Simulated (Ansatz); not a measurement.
# Ge (P6_3mc) in Ansatz: further runs

One crystal, Ge, is run at these levels: HSE06 form with a typed share of exact exchange; tasks: single point.

Program: Ansatz 0.2.0. These are calculated values, not measurements. Logs are shortened: lines on timing, memory, paths and dates and some standing lists are left out, and cuts for length are marked.

## Step 1: The crystal as given

Symmetry: P6_3mc, No. 186, hexagonal system. The conventional cell has a = 4.050 Å, b = 4.050 Å, c = 10.993 Å, α = 90.00°, β = 90.00°, γ = 120.00°. Ge (site symmetry 3m) has 3 Ge at 2.44 Å as nearest neighbours. Ge (site symmetry 3m) is surrounded by 3 Ge at 2.44 Å.

This isn't the form of Ge at room conditions, which is diamond.

## Step 2: Single point, HSE06 form with a typed share of exact exchange

input.yaml

```yaml
crystal:
  lattice:
    - [4.0504045371, 0.0, 0.0]
    - [-2.0252022685, 3.5077532247, 0.0]
    - [0.0, 0.0, 10.993359]
  atoms:
    - { symbol: Ge, position: [0.6666666667, 0.3333333333, 0.414848] }
    - { symbol: Ge, position: [0.3333333333, 0.6666666667, 0.914848] }
    - { symbol: Ge, position: [0.0, 0.0, 0.477452] }
    - { symbol: Ge, position: [0.0, 0.0, 0.977452] }
hamiltonian:
  xc: { exchange: pbe, correlation: pbe, exx: { coeff: 0.05, omega: 0.2 } }
  pseudopotentials: { kind: paw }
kpoints:
  mp_grid: { grid: [4, 4, 2] }
scf:
  occupations: { method: fermi_dirac, width: 0.05 }
output:
  forces: true
  stress: true
  eigenvalues: true
  write_density: true
  write_potential: true
  elf: true
  volumetric_format: npy
```

Potentials or basis: Ansatz PAW.

The run is started by

```sh
> ansatz run input.yaml --threads 2 --pin off --max-ram 5632MiB --backend cpu --events-out ev --progress --plain --runs-dir out
```

Output:

```text
Warning: output.stress: scf.convergence.dr2_threshold = 1e-7 eV (the SCF's general default) is looser than the 4e-10 eV advised for a printed stress (1e-10 eV for each atom of the cell: 4). What an SCF threshold leaves in a stress goes as its square root, and in the free energy as the threshold itself, and one threshold admits the most on a small cell: of the crystals measured, under no hybrid functional and no lock of the moments, on runs that ended without the residual-converged pass, on stresses that held no estimate of that error, the worst erred by over 100 MPa in a component at 1e-7 eV an atom and by under 5 at 1e-10. Set scf.convergence.dr2_threshold to 4e-10 eV or tighter. The threshold is an SCF's pass mark: one that does not reach it within its budget of iterations ends unconverged, or closes short of it on a stop that the run arms, and scf.convergence.dr2_threshold's page says what that costs each kind of run
Warning: output.stress: scf.exx.energy_threshold = 1e-6 eV is looser than the 4e-8 eV advised for a stress under a hybrid functional (1e-8 eV for each atom of the cell: 4). Every SCF of the exchange loop can meet its threshold on dr2 while the loop round them stops early: no threshold on dr2 bounds what that leaves in the stress. Set scf.exx.energy_threshold to 4e-8 eV or tighter. The threshold is the loop's pass mark: a loop that does not reach it within its budget of cycles ends unconverged, and scf.exx.energy_threshold's page has the law
Warning: RAYON_NUM_THREADS=2 ignored (pool sized by the plan → 2); use --threads N
Engine: ansatz 0.2.0, x86_64-unknown-linux-gnu
Pseudopotentials: kind: paw
Pseudopotential: Ge, paw, valence charge 14, recommended cutoff 420 eV (normal), Ge.paw.azcp
Functional definition: unnamed
  parameter a_1 = 0.05
  parameter omega_1 = 0.2/angstrom
  exchange = pbe_x + (-a_1)*pbe_x_sr(omega_1) + a_1*exact_x_sr(omega_1)
  correlation = pbe_c
Crystal: 4 atoms, lattice volume = 156.192 Å³
Basis set: ecut = 420 eV, 3049 PW (Γ), exchange–correlation on 60×60×150 points (8 copies of the dense FFT grid, shifted against one another)
Bands: 34, of which v1, the nominal top of the filled ones, is band 28 counted from 1 (27 counted from 0)
Symmetry: 12 space group operations
Space group: P63mc (ITA 186), of the structure as read, at distance tolerance 5.4e-5 Å
k-points: 8 of 32
Non-local potential: Ge, projectors of the file, l = 0: 2, l = 1: 2, l = 2: 3, l = 3: 1
PAW form: soft (Blöchl's): semilocal exchange-correlation on the pseudo side does not see the compensation charge
PAW frozen core: Ge, regenerated for the run's functional, and the local potential with it (the file was generated under x = pbe(κ = 0.804, μ = 0.2195149727645171), c = pbe(β = 0.06672455060314922))
PAW one-centre angular grid: Ge, 590 points (default); XC on 64 Gauss nodes
Initial density: superposition of atomic densities (neutral atoms: chi_scale 0, normalization atom), corrected by the library's trained network
Initial wavefunctions: pseudopotential atomic-orbital guess
Functional: x = pbe(κ = 0.804, μ = 0.2195149727645171), c = pbe(β = 0.06672455060314922), warm-up for x = pbe(κ = 0.804, μ = 0.2195149727645171) + 0.05 (exact − pbe) at short range (hse, ω = 0.2 Å⁻¹), c = pbe(β = 0.06672455060314922)
SCF iter   1: F=—  HF=-17177.852663 eV  |F-HF|=—  |Δ(HF+E_count)|=         —  Δρ=1.46e-3  dr2=3.48e-3  ethr=1.77e-3  ⟨swp⟩=7.5  Hψ=1048  notcnv=0
preconditioner: auto → none  [insulator: Δε(μ)=0.832 eV  Ē_g=21.823 eV  σ=0.050 eV  W_gap=1.00  n_scr=38 (ndim 8)  ℏωp=22.2 eV  f_vac=0.334  D(μ)=0.00/eV (n_scr^D=0)]
SCF iter   2: F=—  HF=-17177.854644 eV  |F-HF|=—  |Δ(HF+E_count)|=   1.98e-3  Δρ=6.67e-4  dr2=6.36e-4  ethr=6.21e-6  ⟨swp⟩=3.2  Hψ=739  notcnv=0  defer=1
SCF iter   3: F=—  HF=-17177.855541 eV  |F-HF|=—  |Δ(HF+E_count)|=   8.97e-4  Δρ=1.46e-4  dr2=6.92e-5  ethr=1.14e-6  ⟨swp⟩=3.5  Hψ=602  notcnv=0  defer=3
SCF iter   4: F=-17177.855554 eV  HF=-17177.855553 eV  |F-HF|=4.77e-7  |Δ(HF+E_count)|=   1.25e-5  Δρ=6.76e-5  dr2=1.31e-5  ethr=1.24e-7  ⟨swp⟩=3.8  Hψ=688  notcnv=0  defer=1
SCF 1 stopped early in 4 iterations: F = -17177.855554 eV  dr2 = 1.31e-5
Initial density: handed on by an earlier stage of this run
Initial wavefunctions: those handed on with the density
Functional: x = pbe(κ = 0.804, μ = 0.2195149727645171) + 0.05 (exact − pbe) at short range (hse, ω = 0.2 Å⁻¹), c = pbe(β = 0.06672455060314922)
Exchange kernel: α = 0.0500, screened, ω = 0.2000 Å⁻¹, Wigner–Seitz truncation, v(0) = 1116.3017 eV·Å³, q-mesh 4×4×2, nearest image of the exchange supercell L = 16.20 Å, pair-density grid 20×20×48, without the augmentation charges, whose exchange is taken in its separable form by FFT convolution over the k-point mesh (sized by the pseudopotential files, 24×24×75 at the most), smooth part of the exact exchange by density-matrix convolution
Frozen-core exchange: fock
SCF iter   1: F=—  HF=-17178.451347 eV  |F-HF|=—  |Δ(HF+E_count)|=         —  Δρ=2.05e-3  dr2=2.28e-3  ethr=2.33e-7  ⟨swp⟩=9.1  Hψ=1254  notcnv=0
preconditioner: auto → none  [insulator: Δε(μ)=0.981 eV  Ē_g=22.488 eV  σ=0.050 eV  W_gap=1.00  n_scr=38 (ndim 8)  ℏωp=22.2 eV  f_vac=0.334  D(μ)=0.00/eV (n_scr^D=0)]
SCF iter   2: F=—  HF=-17178.449591 eV  |F-HF|=—  |Δ(HF+E_count)|=   1.76e-3  Δρ=5.12e-4  dr2=2.02e-4  ethr=2.33e-7  ⟨swp⟩=4.0  Hψ=918  notcnv=0
SCF iter   3: F=—  HF=-17178.449722 eV  |F-HF|=—  |Δ(HF+E_count)|=   1.31e-4  Δρ=3.35e-4  dr2=5.69e-5  ethr=2.33e-7  ⟨swp⟩=3.0  Hψ=701  notcnv=0
SCF iter   4: F=—  HF=-17178.449719 eV  |F-HF|=—  |Δ(HF+E_count)|=   3.09e-6  Δρ=1.41e-4  dr2=9.89e-6  ethr=1.01e-7  ⟨swp⟩=2.0  Hψ=497  notcnv=0
iter 5 solved again at ethr=1.66e-9 eV; its pass at ethr=1.74e-8 eV (dr2=9.32e-7 eV) is discarded
SCF iter   5: F=—  HF=-17178.449720 eV  |F-HF|=—  |Δ(HF+E_count)|=   7.37e-7  Δρ=1.43e-5  dr2=1.14e-6  ethr=1.66e-9  ⟨swp⟩=3.4  Hψ=1109  notcnv=0  defer=9
SCF iter   6: F=-17178.449719 eV  HF=-17178.449719 eV  |F-HF|=5.81e-8  |Δ(HF+E_count)|=   2.62e-7  Δρ=4.42e-6  dr2=8.59e-8  ethr=1.66e-9  ⟨swp⟩=3.6  Hψ=575  notcnv=0  defer=2
SCF 2 converged in 6 iterations: F = -17178.449719 eV  dr2 = 8.59e-8
  Residual-converged pass: ⟨swp⟩=3.4  Hψ=723  notcnv=0  max |occ|·‖R‖ = 6.3e-6 eV (tolerance 6.7e-6 eV)  dr2=9.70e-8  dr2_onsite=1.16e-8  max |Δocc| = 3.9e-12
hybrid outer 1: dexx = +1.593e-4 eV, tail = 3.54e-7 eV
Exchange kernel: α = 0.0500, screened, ω = 0.2000 Å⁻¹, Wigner–Seitz truncation, v(0) = 1116.3017 eV·Å³, q-mesh 4×4×2, nearest image of the exchange supercell L = 16.20 Å, pair-density grid 20×20×48, without the augmentation charges, whose exchange is taken in its separable form by FFT convolution over the k-point mesh (sized by the pseudopotential files, 24×24×75 at the most), smooth part of the exact exchange by density-matrix convolution
Frozen-core exchange: fock
SCF iter   1: F=—  HF=-17178.449725 eV  |F-HF|=—  |Δ(HF+E_count)|=         —  Δρ=6.26e-6  dr2=9.43e-8  ethr=3.17e-9  ⟨swp⟩=7.6  Hψ=681  notcnv=0
preconditioner: auto → none  [insulator: Δε(μ)=0.987 eV  Ē_g=22.443 eV  σ=0.050 eV  W_gap=1.00  n_scr=38 (ndim 8)  ℏωp=22.2 eV  f_vac=0.333  D(μ)=0.00/eV (n_scr^D=0)]
SCF iter   2: F=-17178.449725 eV  HF=-17178.449725 eV  |F-HF|=1.31e-9  |Δ(HF+E_count)|=   2.25e-8  Δρ=1.41e-6  dr2=2.19e-9  ethr=1.68e-10  ⟨swp⟩=3.2  Hψ=726  notcnv=0
SCF 3 converged in 2 iterations: F = -17178.449725 eV  dr2 = 2.19e-9
  Residual-converged pass: ⟨swp⟩=3.8  Hψ=803  notcnv=0  max |occ|·‖R‖ = 6.1e-7 eV (tolerance 6.3e-7 eV)  dr2=2.19e-9  dr2_onsite=4.29e-9  max |Δocc| = 7.6e-14
hybrid outer 2: dexx = +2.313e-9 eV, tail = 1.29e-8 eV, Δε = 3.19e-4 eV (about 7.61e-5 eV left of the loop's levels), ΔF = 5.24e-4 eV/Å (tail 7.38e-4)
hybrid SCF converged: 2 outer / 8 inner (+4 warm-up), last move |dexx| = 2.31e-9 eV, tail = 1.29e-8 eV
Stability not checked: this state was not tested for a lower state beside it, because the functional holds exact exchange (a hybrid, or Hartree-Fock), whose exchange loop this test does not read (fock_operator; see scf.lower_state_search)
Free energy (F): -17178.449725 eV
Frozen-core exchange: fock
Harris-Foulkes:  -17178.449725 eV  (|F-HF|=1.31e-9)
Internal energy: -17178.449711 eV  (E = F + TS)
E sigma→0 (E₀):  -17178.449718 eV
Entropy (-TS):   -0.000014 eV (-0.003 meV/atom)
Fermi energy:    2.936832 eV
--- Per-component energies (eV) ---
  E_band       = -917.507116
  E_kinetic    = 439.290187
  E_local      = -12971.793467  (includes V_loc(G=0)·N_el)
  E_nonlocal   = 1669.785294
  E_hartree    = 5736.798311
  E_xc         = -286.873065
  E_vxc        = -243.067614  (∫ρ·V_xc dr)
  E_exx        = -43.410213  (= α·E_x^exact, valence–valence)
  E_paw        = -8043.473414  (= ΣΔE_a)
  E_vpaw       = -1198.496832  (= ΣTr[D̂ρ^β])
  E_aug_tail   = 0.001231  (compensation charges beyond the density's cutoff)
  E_ewald      = -3678.493745
  E_core_change = -0.280831  (= ΣΔE_core)
  E_smearing   = -0.000014  (= −TS)
  E_closure    = -0.000000  (closes the sum)
  Σ components = -17178.449725   (vs F -17178.449725, Δ=0.00e0)
--- Forces (eV/Å), atoms counted from 1 ---
  atom   1  Ge     0.00000000    -0.00000000     0.05438029
  atom   2  Ge     0.00000000     0.00000000     0.05438029
  atom   3  Ge     0.00000000    -0.00000000    -0.05443296
  atom   4  Ge     0.00000000     0.00000000    -0.05443296
  max |Σ_I F_I| component: 1.05e-4 eV/Å
--- Stress (GPa, compression-positive) ---
       -0.440531       0.000000      -0.000000
        0.000000      -0.440531      -0.000000
       -0.000000       0.000000      -0.241115
  P = ⅓ Tr σ = -0.3741 GPa (-3.741 kbar)
--- Band table (eV; the first three rows and the last of 8) ---
  k-point 0: bands = ["-22.2292", "-22.2292", "-22.2292", "-22.2292", "-22.1938", "-22.1937", "-22.1860", "-22.1860", "-22.1860", "-22.1860", "-22.1278", "-22.1278", "-22.0037", "-22.0037", "-22.0037", "-22.0037", "-21.9653", "-21.9653", "-21.9653", "-21.9653", "-8.5804", "-8.5484", "-0.9293", "-0.4640", "2.4002", "2.4002", "2.4114", "2.4114", "3.3981", "3.5813", "4.6308", "6.8124", "6.8663", "6.8663"]
  k-point 1: bands = ["-22.2292", "-22.2292", "-22.2292", "-22.2292", "-22.1938", "-22.1938", "-22.1860", "-22.1860", "-22.1860", "-22.1860", "-22.1278", "-22.1278", "-22.0037", "-22.0037", "-22.0037", "-22.0037", "-21.9653", "-21.9653", "-21.9653", "-21.9653", "-8.5645", "-8.5645", "-0.7118", "-0.7118", "2.4058", "2.4058", "2.4058", "2.4058", "3.4470", "3.4470", "5.6172", "5.6172", "6.8816", "6.8816"]
  k-point 2: bands = ["-22.2492", "-22.2492", "-22.2410", "-22.2410", "-22.2204", "-22.2203", "-22.1664", "-22.1664", "-22.1519", "-22.1519", "-22.0901", "-22.0900", "-22.0465", "-22.0465", "-22.0424", "-22.0424", "-21.9473", "-21.9473", "-21.9282", "-21.9282", "-7.8987", "-7.8681", "-2.1407", "-2.1053", "0.5150", "1.0132", "1.4710", "1.4952", "4.7276", "4.7663", "4.9608", "5.8049", "7.4819", "8.5540"]
  k-point 7: bands = ["-22.2597", "-22.2597", "-22.2481", "-22.2481", "-22.2389", "-22.2389", "-22.1566", "-22.1566", "-22.1069", "-22.1069", "-22.0773", "-22.0773", "-22.0686", "-22.0686", "-22.0506", "-22.0506", "-21.9843", "-21.9843", "-21.8856", "-21.8856", "-6.6227", "-6.6227", "-4.2218", "-4.2218", "-0.3576", "-0.3576", "1.8582", "1.8582", "3.9843", "3.9843", "7.4536", "7.4536", "7.9621", "7.9621"]
```

Wall time 49 s (2 threads of AMD EPYC 7R13 (Zen 3), shared host); peak memory 1.4 GiB.

What came out:

```
Free energy            : -17178.4497 eV
Pressure               : -0.4 GPa
Largest force          : 0.054 eV/Å
Band gap on the k mesh : 0.99 eV, direct
```

Forces on the atoms (eV/Å):
```
Ge   0.000  0.000  0.054
Ge   0.000  0.000  0.054
Ge   0.000  0.000 -0.054
Ge   0.000  0.000 -0.054
```

Caveat: the k mesh is coarse (spacing up to 0.45 Å⁻¹), so the values aren't converged, least of all with exact exchange; the PAW data sets come from PBE, with cores solved anew for the run's functional, which leaves a small shift of forces and pressure; the thresholds are loose for stress.

## Step 3: Single point, HSE06 form with a typed share of exact exchange

Changes to input.yaml since step 2:

```diff
@@ -11,3 +11,3 @@
 hamiltonian:
-  xc: { exchange: pbe, correlation: pbe, exx: { coeff: 0.05, omega: 0.2 } }
+  xc: { exchange: pbe, correlation: pbe, exx: { coeff: 0.1, omega: 0.2 } }
   pseudopotentials: { kind: paw }
```

Potentials or basis: Ansatz PAW.

The run is started by

```sh
> ansatz run input.yaml --threads 2 --pin off --max-ram 5632MiB --backend cpu --events-out ev --progress --plain --runs-dir out
```

It took 54 s on 2 threads of AMD EPYC 7R13 (Zen 3), shared host; peak memory 1.4 GiB.

It converged, with:

```yaml
Free_energy: -17179.0585 eV
Pressure: -0.6 GPa
Largest_force: 0.091 eV/Å
Band_gap_on_the_k_mesh: 1.15 eV, direct
```

Forces on the atoms (eV/Å):
```
Ge   0.000  0.000  0.091
Ge   0.000  0.000  0.091
Ge   0.000  0.000 -0.091
Ge   0.000  0.000 -0.091
```

Stress tensor (GPa, compression positive):
```
-0.80  0.00  0.00
 0.00 -0.80  0.00
 0.00  0.00 -0.30
```

Levels at points of the mesh, in eV from the valence-band top:
| k point | band 25 | band 26 | band 27 | band 28 | band 29 | band 30 | band 31 | band 32 |
| --- | --- | --- | --- | --- | --- | --- | --- | --- |
| (0.00, 0.00, 0.00) | -0.01 | -0.01 | 0.00 | 0.00 | 1.15 | 1.33 | 2.35 | 4.60 |
| (0.00, 0.00, -0.50) | -0.01 | -0.01 | -0.01 | -0.01 | 1.20 | 1.20 | 3.36 | 3.36 |
| (0.00, -0.50, 0.00) | -1.59 | -1.56 | -0.76 | -0.56 | 1.25 | 1.49 | 2.33 | 2.40 |
| (0.00, -0.50, -0.50) | -1.57 | -1.57 | -0.65 | -0.65 | 1.32 | 1.32 | 2.38 | 2.38 |

Caveat: the k mesh is coarse (spacing up to 0.45 Å⁻¹), so the values aren't converged, least of all with exact exchange; the PAW data sets come from PBE, with cores solved anew for the run's functional, which leaves a small shift of forces and pressure; the thresholds are loose for stress. A k mesh can miss the band edges.

## Step 4: Single point, HSE06 form with a typed share of exact exchange

Changes to input.yaml since step 3:

```diff
@@ -11,3 +11,3 @@
 hamiltonian:
-  xc: { exchange: pbe, correlation: pbe, exx: { coeff: 0.1, omega: 0.2 } }
+  xc: { exchange: pbe, correlation: pbe, exx: { coeff: 0.15, omega: 0.2 } }
   pseudopotentials: { kind: paw }
```

The run is started by

```sh
> ansatz run input.yaml --threads 2 --pin off --max-ram 5632MiB --backend cpu --events-out ev --progress --plain --runs-dir out
```

It took 48 s on 2 threads of AMD EPYC 7R13 (Zen 3), shared host; peak memory 1.4 GiB.

It converged, with:

- Free energy: -17179.6815 eV
- Pressure: -0.9 GPa
- Largest force: 0.128 eV/Å
- Band gap on the k mesh: 1.32 eV, direct

Forces on the atoms (eV/Å):
```
Ge   0.000  0.000  0.128
Ge   0.000  0.000  0.128
Ge   0.000  0.000 -0.128
Ge   0.000  0.000 -0.128
```

Stress tensor (GPa, compression positive):
```
-1.15  0.00  0.00
 0.00 -1.15  0.00
 0.00  0.00 -0.36
```

Levels at points of the mesh, in eV from the valence-band top:
| k point | band 25 | band 26 | band 27 | band 28 | band 29 | band 30 | band 31 | band 32 |
| --- | --- | --- | --- | --- | --- | --- | --- | --- |
| (0.00, 0.00, 0.00) | -0.01 | -0.01 | 0.00 | 0.00 | 1.32 | 1.50 | 2.48 | 4.80 |
| (0.00, 0.00, -0.50) | -0.01 | -0.01 | -0.01 | -0.01 | 1.37 | 1.37 | 3.51 | 3.51 |
| (0.00, -0.50, 0.00) | -1.61 | -1.58 | -0.73 | -0.52 | 1.36 | 1.61 | 2.48 | 2.55 |
| (0.00, -0.50, -0.50) | -1.60 | -1.60 | -0.62 | -0.62 | 1.43 | 1.43 | 2.53 | 2.53 |

Caveat: the k mesh is coarse (spacing up to 0.45 Å⁻¹), so the values aren't converged, least of all with exact exchange; the PAW data sets come from PBE, with cores solved anew for the run's functional, which leaves a small shift of forces and pressure; the thresholds are loose for stress. A k mesh can miss the band edges.

## Step 5: Single point, HSE06 form with a typed share of exact exchange

Changes to input.yaml since step 4:

```diff
@@ -11,3 +11,3 @@
 hamiltonian:
-  xc: { exchange: pbe, correlation: pbe, exx: { coeff: 0.15, omega: 0.2 } }
+  xc: { exchange: pbe, correlation: pbe, exx: { coeff: 0.2, omega: 0.2 } }
   pseudopotentials: { kind: paw }
@@ -21,5 +21 @@
   eigenvalues: true
-  write_density: true
-  write_potential: true
-  elf: true
-  volumetric_format: npy
```

The run is started by

```sh
> ansatz run input.yaml --threads 2 --pin off --max-ram 5632MiB --backend cpu --events-out ev --progress --plain --runs-dir out
```

It took 53 s on 2 threads of AMD EPYC 7R13 (Zen 3), shared host; peak memory 1.4 GiB.

It converged, with:

* Free energy: -17180.3185 eV
* Pressure: -1.1 GPa
* Largest force: 0.166 eV/Å
* Band gap on the k mesh: 1.47 eV, indirect (least direct gap 1.50 eV)

Forces in eV/Å, atoms in the order of the input:
```
Ge   0.000  0.000  0.166
Ge   0.000  0.000  0.166
Ge   0.000  0.000 -0.166
Ge   0.000  0.000 -0.166
```

Stress tensor (GPa, compression positive):
```
-1.50  0.00  0.00
 0.00 -1.50  0.00
 0.00  0.00 -0.43
```

Levels at points of the mesh, in eV from the valence-band top:
```
             k point  band 25  band 26  band 27  band 28  band 29  band 30  band 31  band 32
  (0.00, 0.00, 0.00)    -0.01    -0.01     0.00     0.00     1.50     1.68     2.61     4.97
 (0.00, 0.00, -0.50)    -0.01    -0.01    -0.01    -0.01     1.54     1.54     3.66     3.66
 (0.00, -0.50, 0.00)    -1.64    -1.61    -0.69    -0.48     1.47     1.73     2.63     2.70
(0.00, -0.50, -0.50)    -1.62    -1.62    -0.58    -0.58     1.55     1.55     2.68     2.68
```

Caveat: the k mesh is coarse (spacing up to 0.45 Å⁻¹), so the values aren't converged, least of all with exact exchange; the PAW data sets come from PBE, with cores solved anew for the run's functional, which leaves a small shift of forces and pressure; the thresholds are loose for stress. A k mesh can miss the band edges.

## Step 6: Overview

```tsv
share of exact exchange	gap on the mesh (eV)	pressure (GPa)	largest force (eV/Å)
0.05	0.99	-0.4	0.05
0.1	1.15	-0.6	0.09
0.15	1.32	-0.9	0.13
0.2	1.47	-1.1	0.17
```

Alike in all rows: task single point; level HSE06 form with a typed share of exact exchange; potentials or basis Ansatz PAW; no spin polarisation; cell as given; k mesh 4 × 4 × 2; cutoff (eV) 420; smearing fermi-dirac 0.05 eV; the mesh is coarse, so values aren't converged.

Caveats: all runs use coarse meshes; the PAW data sets come from PBE, with cores solved anew for the run's functional, which leaves a small shift of forces and pressure; the thresholds are loose for stress.

Absolute energies hang on the potentials; compare differences alone.
